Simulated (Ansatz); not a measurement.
# What pressure −1 GPa does to AlSb

The reference is AlSb in the zinc blende structure (space group F-43m, No. 216; a = 6.1775 Å).

Perturbation: hydrostatic tension (pressure −1 GPa).

All numbers come from r2SCAN, PAW, 500 eV (Ansatz, a program for electronic structure; no spin-orbit coupling), earlier PAW set. Settings: 13×13×13 k-points, 0.05 eV Fermi–Dirac smearing.

- Volume per atom: 30.04 Å³ (base 29.47 Å³)
- Lattice parameter a: 6.217 Å (base 6.177 Å)
- Shortest interatomic distance: 2.692 Å (base 2.675 Å)
- Enthalpy H = E + PV relative to the base's energy: -0.19 eV/atom
- Band gap: 1.53 eV (base 1.51 eV)
- Gap character: indirect, Γ → Γ–X (85 % along) (base indirect, Γ → Γ–X (85 % along))
- Smallest direct gap: 1.87 eV (base 2.03 eV)
- Mean gap deformation potential ΔEg/Δln V: +1.2 eV
- Width of the top valence band: 2.70 eV (base 2.77 eV)
- Electron mass: 1.0 mₑ along k, 0.22 mₑ across (off the special points) (base 1.1 mₑ along k, 0.21 mₑ across (off the special points))
- Valley order (the lowest conduction-band minima on the path, energy above the VBM, named in the base's zone): a point along ⟨100⟩, about 0.9 Å⁻¹ from Γ 1.53 eV; L along ⟨111⟩ 1.63 eV; Γ 1.87 eV (base a point along ⟨100⟩, about 0.9 Å⁻¹ from Γ 1.51 eV; L along ⟨111⟩ 1.69 eV; Γ 2.03 eV)

Final structure:

```
CELL_PARAMETERS angstrom
      0.00000     3.10849     3.10849
      3.10849     0.00000     3.10849
      3.10849     3.10849     0.00000
ATOMIC_POSITIONS crystal
  Sb 0.75000 0.75000 0.75000
  Al 0.00000 0.00000 0.00000
```

Spin-orbit coupling, missing from the scalar runs, can matter with Sb. Load acts through the strain it causes; cell and atoms are relaxed under it. Masses are band curvatures over ±0.01 Å⁻¹ around the edge. Along k means along the line from Γ to the band edge. No phonon test of stability was made.
